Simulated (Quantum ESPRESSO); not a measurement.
# PbSe (Clausthalite) (Fm-3m) in Quantum ESPRESSO: settings compared, part 4 of 4

Quantum ESPRESSO 7.5. The steps go on from the part before.

### Step 5. Band structure, RPBE

pw.in

```
&CONTROL
  calculation = 'scf'
  prefix = 'pwscf'
  outdir = './tmp'
  pseudo_dir = './pseudo'
  tprnfor = .true.
  tstress = .true.
  disk_io = 'low'
/
&SYSTEM
  ibrav = 0
  A = 4.32841274
  nat = 2
  ntyp = 2
  ecutwfc = 70
  nbnd = 16
  input_dft = 'rpbe'
  occupations = 'smearing'
  smearing = 'fd'
  degauss = 0.00367493
/
&ELECTRONS
  conv_thr = 4d-10
  electron_maxstep = 120
  mixing_beta = 0.5
/
ATOMIC_SPECIES
Pb   207.2000 Pb_ONCV_PBE-1.2.upf
Se    78.9710 Se_ONCV_PBE-1.2.upf
CELL_PARAMETERS alat
   0.0000000000    0.7071067811    0.7071067811
   0.7071067811    0.0000000000    0.7071067811
   0.7071067811    0.7071067811    0.0000000000
ATOMIC_POSITIONS alat
Pb     0.0000000000    0.0000000000    0.0000000000
Se     0.7071067811    0.7071067811    0.7071067811
K_POINTS automatic
8 8 8 0 0 0
```

bands.in

```
&CONTROL
  calculation = 'bands'
  prefix = 'pwscf'
  outdir = './tmp'
  pseudo_dir = './pseudo'
  disk_io = 'low'
  verbosity = 'high'
/
&SYSTEM
  ibrav = 0
  A = 4.32841274
  nat = 2
  ntyp = 2
  ecutwfc = 70
  nbnd = 16
  input_dft = 'rpbe'
  occupations = 'smearing'
  smearing = 'fd'
  degauss = 0.00367493
/
&ELECTRONS
  conv_thr = 1d-08
  electron_maxstep = 120
  mixing_beta = 0.5
  diago_full_acc = .true.
  startingwfc = 'random'
/
ATOMIC_SPECIES
Pb   207.2000 Pb_ONCV_PBE-1.2.upf
Se    78.9710 Se_ONCV_PBE-1.2.upf
CELL_PARAMETERS alat
   0.0000000000    0.7071067811    0.7071067811
   0.7071067811    0.0000000000    0.7071067811
   0.7071067811    0.7071067811    0.0000000000
ATOMIC_POSITIONS alat
Pb     0.0000000000    0.0000000000    0.0000000000
Se     0.7071067811    0.7071067811    0.7071067811
K_POINTS crystal
60
 0.0000000000  0.0000000000  0.0000000000 1
 0.0625000000  0.0000000000  0.0625000000 1
 0.1250000000  0.0000000000  0.1250000000 1
 0.1875000000  0.0000000000  0.1875000000 1
 0.2500000000  0.0000000000  0.2500000000 1
 0.3125000000  0.0000000000  0.3125000000 1
 0.3750000000  0.0000000000  0.3750000000 1
 0.4375000000  0.0000000000  0.4375000000 1
 0.5000000000  0.0000000000  0.5000000000 1
 0.5000000000  0.0625000000  0.5625000000 1
 0.5000000000  0.1250000000  0.6250000000 1
 0.5000000000  0.1875000000  0.6875000000 1
 0.5000000000  0.2500000000  0.7500000000 1
 0.4375000000  0.3125000000  0.7500000000 1
 0.3750000000  0.3750000000  0.7500000000 1
 0.3375000000  0.3375000000  0.6750000000 1
 0.3000000000  0.3000000000  0.6000000000 1
 0.2625000000  0.2625000000  0.5250000000 1
 0.2250000000  0.2250000000  0.4500000000 1
 0.1875000000  0.1875000000  0.3750000000 1
 0.1500000000  0.1500000000  0.3000000000 1
 0.1125000000  0.1125000000  0.2250000000 1
 0.0750000000  0.0750000000  0.1500000000 1
 0.0375000000  0.0375000000  0.0750000000 1
 0.0000000000  0.0000000000  0.0000000000 1
 0.0625000000  0.0625000000  0.0625000000 1
 0.1250000000  0.1250000000  0.1250000000 1
 0.1875000000  0.1875000000  0.1875000000 1
 0.2500000000  0.2500000000  0.2500000000 1
 0.3125000000  0.3125000000  0.3125000000 1
 0.3750000000  0.3750000000  0.3750000000 1
 0.4375000000  0.4375000000  0.4375000000 1
 0.5000000000  0.5000000000  0.5000000000 1
 0.5250000000  0.4500000000  0.5250000000 1
 0.5500000000  0.4000000000  0.5500000000 1
 0.5750000000  0.3500000000  0.5750000000 1
 0.6000000000  0.3000000000  0.6000000000 1
 0.6250000000  0.2500000000  0.6250000000 1
 0.5833333333  0.2500000000  0.6666666667 1
 0.5416666667  0.2500000000  0.7083333333 1
 0.5000000000  0.2500000000  0.7500000000 1
 0.5000000000  0.2857142857  0.7142857143 1
 0.5000000000  0.3214285714  0.6785714286 1
 0.5000000000  0.3571428571  0.6428571429 1
 0.5000000000  0.3928571429  0.6071428571 1
 0.5000000000  0.4285714286  0.5714285714 1
 0.5000000000  0.4642857143  0.5357142857 1
 0.5000000000  0.5000000000  0.5000000000 1
 0.4821428571  0.4821428571  0.5357142857 1
 0.4642857143  0.4642857143  0.5714285714 1
 0.4464285714  0.4464285714  0.6071428571 1
 0.4285714286  0.4285714286  0.6428571429 1
 0.4107142857  0.4107142857  0.6785714286 1
 0.3928571429  0.3928571429  0.7142857143 1
 0.3750000000  0.3750000000  0.7500000000 1
 0.6250000000  0.2500000000  0.6250000000 1
 0.5937500000  0.1875000000  0.5937500000 1
 0.5625000000  0.1250000000  0.5625000000 1
 0.5312500000  0.0625000000  0.5312500000 1
 0.5000000000  0.0000000000  0.5000000000 1
```

Potentials or basis: SG15 PBE 1.2.

The run is started by

```bash
> OMP_NUM_THREADS=1 pw.x -in pw.in > pw.out
> OMP_NUM_THREADS=1 pw.x -in bands.in > bands.out
```

pw.out:

```text
This program is part of the open-source Quantum ESPRESSO suite
     for quantum simulation of materials; please cite
         "P. Giannozzi et al., J. Phys.:Condens. Matter 21 395502 (2009);
         "P. Giannozzi et al., J. Phys.:Condens. Matter 29 465901 (2017);
         "P. Giannozzi et al., J. Chem. Phys. 152 154105 (2020);
     in publications or presentations arising from this work. More details at

     IMPORTANT: XC functional enforced from input :
     Exchange-correlation= RPBE
                           (   1   4  44   4   0   0   0)
     Any further DFT definition will be discarded
     Please, verify this is what you really want

     Message from routine setup:
     using ibrav=0 with symmetry is DISCOURAGED, use correct ibrav instead

     G-vector sticks info
     --------------------
     sticks:   dense  smooth     PW     G-vecs:    dense   smooth      PW
     Sum        1285    1285    379                30731    30731    4909

     Using Slab Decomposition

     bravais-lattice index     =            0
     lattice parameter (alat)  =       8.1795  a.u.
     unit-cell volume          =     386.9614 (a.u.)^3
     number of atoms/cell      =            2
     number of atomic types    =            2
     number of electrons       =        20.00
     number of Kohn-Sham states=           16
     kinetic-energy cutoff     =      70.0000  Ry
     charge density cutoff     =     280.0000  Ry
     scf convergence threshold =      4.0E-10
     mixing beta               =       0.5000
     number of iterations used =            8  plain     mixing
     Exchange-correlation= RPBE
                           (   1   4  44   4   0   0   0)

     celldm(1)=   8.179515  celldm(2)=   0.000000  celldm(3)=   0.000000
     celldm(4)=   0.000000  celldm(5)=   0.000000  celldm(6)=   0.000000

     crystal axes: (cart. coord. in units of alat)
               a(1) = (   0.000000   0.707107   0.707107 )
               a(2) = (   0.707107   0.000000   0.707107 )
               a(3) = (   0.707107   0.707107   0.000000 )

     reciprocal axes: (cart. coord. in units 2 pi/alat)
               b(1) = ( -0.707107  0.707107  0.707107 )
               b(2) = (  0.707107 -0.707107  0.707107 )
               b(3) = (  0.707107  0.707107 -0.707107 )

     PseudoPot. # 1 for Pb read from file:
     Pb_ONCV_PBE-1.2.upf
     Pseudo is Norm-conserving, Zval = 14.0
     Generated using ONCVPSP code by D. R. Hamann
     Using radial grid of  602 points,  8 beta functions with:
[... 35 lines left out ...]
        k(    1) = (   0.0000000   0.0000000   0.0000000), wk =   0.0039062
        k(    2) = (   0.0883883   0.0883883  -0.0883883), wk =   0.0312500
        k(    3) = (   0.1767767   0.1767767  -0.1767767), wk =   0.0312500
        k(    4) = (   0.2651650   0.2651650  -0.2651650), wk =   0.0312500
        k(    5) = (  -0.3535534  -0.3535534   0.3535534), wk =   0.0156250
        k(    6) = (   0.1767767   0.0000000   0.0000000), wk =   0.0234375
[... 21 lines left out ...]
        k(   28) = (  -0.7071068   0.1767767   0.0000000), wk =   0.0468750
        k(   29) = (  -0.7071068   0.3535534   0.0000000), wk =   0.0234375

     Dense  grid:    30731 G-vectors     FFT dimensions: (  45,  45,  45)

     Initial potential from superposition of free atoms

     starting charge      19.8800, renormalised to      20.0000
     Starting wfcs are random

     Self-consistent Calculation

     iteration #  1     ecut=    70.00 Ry     beta= 0.50
     Davidson diagonalization with overlap
     ethr =  1.00E-02,  avg # of iterations =  8.3

     Threshold (ethr) on eigenvalues was too large:
     Diagonalizing with lowered threshold

     Davidson diagonalization with overlap
     ethr =  5.39E-04,  avg # of iterations =  2.5

     total energy              =    -131.92580365 Ry
     estimated scf accuracy    <       0.10402891 Ry
[... 50 lines left out ...]
     iteration #  9     ecut=    70.00 Ry     beta= 0.50
     Davidson diagonalization with overlap
     ethr =  1.47E-11,  avg # of iterations =  2.0

     End of self-consistent calculation

          k = 0.0000 0.0000 0.0000 (  3839 PWs)   bands (ev):

    -8.1325  -8.1325  -8.1325  -8.1216  -8.1216  -4.7427   2.5472   6.9692
     6.9692   6.9692  13.6173  13.6173  13.6173  15.4446  15.4446  15.4446
[... 48 lines left out ...]
    -8.1418  -8.1380  -8.1288  -8.1151  -8.1076  -4.0791   0.9525   6.2049
     7.4467   8.3837  10.1412  11.0398  12.7816  15.8643  16.5330  18.3716

          k = 0.0000-0.1768 0.1768 (  3829 PWs)   bands (ev):

    -8.1321  -8.1316  -8.1304  -8.1257  -8.1151  -4.4382   1.6845   6.5040
     7.2993   7.8354  11.2883  11.8678  13.1761  15.5098  15.8337  16.9263

          k = 0.3536 0.0000 0.0000 (  3831 PWs)   bands (ev):
[... 16 lines left out ...]
    -8.1801  -8.1309  -8.1217  -8.1110  -8.1006  -3.4835   0.4703   5.0354
     6.7204   7.3119  11.0915  11.7261  13.5536  16.4024  17.8450  18.1171

          k = 0.0000-0.3536 0.3536 (  3803 PWs)   bands (ev):

    -8.1594  -8.1355  -8.1219  -8.1104  -8.1100  -3.7396   0.6305   5.3624
     7.2344   8.0887  10.2954  11.0823  13.3517  16.9796  17.0192  18.4657

          k = 0.5303 0.0000-0.0000 (  3840 PWs)   bands (ev):
[... 56 lines left out ...]
    -8.2085  -8.1219  -8.1204  -8.1204  -8.0894  -3.3032   0.8475   4.6560
     4.6560   8.0395  10.8071  13.8608  13.8608  16.6524  16.6524  20.7188

     the Fermi energy is     9.0355 ev

!    total energy              =    -131.95569891 Ry
     estimated scf accuracy    <          9.4E-11 Ry
     smearing contrib. (-TS)   =      -0.00001039 Ry
     internal energy E=F+TS    =    -131.95568851 Ry

     The total energy is F=E-TS. E is the sum of the following terms:
     one-electron contribution =     -31.94073880 Ry
     hartree contribution      =      26.03601419 Ry
     xc contribution           =     -18.27016022 Ry
     ewald contribution        =    -107.78080369 Ry

     convergence has been achieved in   9 iterations

     Forces acting on atoms (cartesian axes, Ry/au):

     atom    1 type  1   force =    -0.00000000    0.00000000    0.00000000
     atom    2 type  2   force =     0.00000000   -0.00000000   -0.00000000

     Total force =     0.000000     Total SCF correction =     0.000000

     Computing stress (Cartesian axis) and pressure

          total   stress  (Ry/bohr**3)                   (kbar)     P=       41.62
   0.00028296   0.00000000   0.00000000           41.62        0.00        0.00
   0.00000000   0.00028296   0.00000000            0.00       41.62        0.00
   0.00000000   0.00000000   0.00028296            0.00        0.00       41.62

=------------------------------------------------------------------------------=
   JOB DONE.
=------------------------------------------------------------------------------=
```

Run time: 78 s. Hardware: 1 thread of Arm Neoverse V2, shared host; peak memory 0.1 GiB.

Results:

```
Free energy             : -1795.3487 eV
Pressure                : 4.2 GPa
Band gap on the k mesh  : 0.40 eV, direct
Band gap along the path : 0.40 eV, direct
```

Levels at the corners of the path, in eV from the valence-band top:
```
point  band 7  band 8  band 9  band 10  band 11  band 12  band 13  band 14
    Γ   -6.29   -1.87   -1.87    -1.87     4.78     4.78     4.78     6.61
    X   -7.36   -4.92   -3.20    -3.20     3.82     5.66     5.66     6.11
    W   -7.99   -4.18   -4.18    -0.80     1.97     5.03     5.03     7.82
    K   -8.01   -4.52   -2.70    -2.36     3.46     4.07     5.50     5.94
    Γ   -6.29   -1.87   -1.87    -1.87     4.78     4.78     4.78     6.61
    L   -8.77   -1.46   -1.46     0.00     0.40     1.77     1.77     8.71
    U   -8.01   -4.52   -2.70    -2.36     3.46     4.07     5.50     5.94
    W   -7.99   -4.18   -4.18    -0.80     1.97     5.03     5.03     7.82
    L   -8.77   -1.46   -1.46     0.00     0.40     1.77     1.77     8.71
    K   -8.01   -4.52   -2.70    -2.36     3.46     4.07     5.50     5.94
    U   -8.01   -4.52   -2.70    -2.36     3.46     4.07     5.50     5.94
    X   -7.36   -4.92   -3.20    -3.20     3.82     5.66     5.66     6.11
```

Caveat: the potentials were made for another functional, which shifts forces and pressure; spin-orbit coupling is left out, which as a rule narrows the gap of such compounds by several tenths of an eV.

### Step 6. Summary

| level | form of the LDA correlation | gap on the mesh (eV) | pressure (GPa) |
| --- | --- | --- | --- |
| LDA | PZ81 | 0.06 | -1.7 |
| PBEsol | - | 0.14 | -0.2 |
| PBE | - | 0.28 | 2.4 |
| RPBE | - | 0.40 | 4.2 |

Alike in all rows: task band structure; potentials or basis SG15 PBE 1.2; no spin polarisation; cell as given; k mesh 8 × 8 × 8; cutoff (eV) 952; smearing fermi-dirac 0.05 eV.

On the cell as given the gap runs from 0.06 eV (LDA) to 0.40 eV (RPBE). The pressure there spans -1.7 GPa (LDA) to 4.2 GPa (RPBE); a positive pressure means that this level wants a larger cell, a negative one a smaller.

Caveats: spin-orbit coupling is left out, which as a rule narrows the gap of such compounds by several tenths of an eV; the potentials were made for another functional, which shifts forces and pressure (some runs).

Absolute energies hang on the potentials; compare differences alone.

### Step 7. How close it comes

Step 2. Measured gap of PbSe: 0.28 eV (direct; 300 K; a printed reference work, monograph). This calculation gives 0.06 eV (-0.22 eV). 2 values of this kind are on record (0.15 to 0.28 eV); this one was drawn at random. Spin-orbit coupling on Pb, Se is left out. The value is that of LDA, without temperature or zero-point motion. Semilocal functionals fall short of measured gaps as a rule.

Step 3. Against the measured gap of PbSe, 0.28 eV (direct; 300 K; a printed reference work, monograph), the calculated 0.14 eV is off by -0.14 eV. 2 values of this kind are on record (0.15 to 0.28 eV); this one was drawn at random. Spin-orbit coupling on Pb, Se is left out. The value is that of PBEsol, without temperature or zero-point motion. Semilocal functionals fall short of measured gaps as a rule.

Step 4. Against the measured gap of PbSe, 0.15 eV (direct; 4.2 K; a printed reference work, monograph), the calculated 0.28 eV is off by +0.13 eV. 2 values of this kind are on record (0.15 to 0.28 eV); this one was drawn at random. Spin-orbit coupling on Pb, Se is left out. The value is that of PBE, without temperature or zero-point motion.

Step 5. Measured gap of PbSe: 0.15 eV (direct; 4.2 K; a printed reference work, monograph). This calculation gives 0.40 eV (+0.25 eV). 2 values of this kind are on record (0.15 to 0.28 eV); this one was drawn at random. Spin-orbit coupling on Pb, Se is left out. The value is that of RPBE, without temperature or zero-point motion.
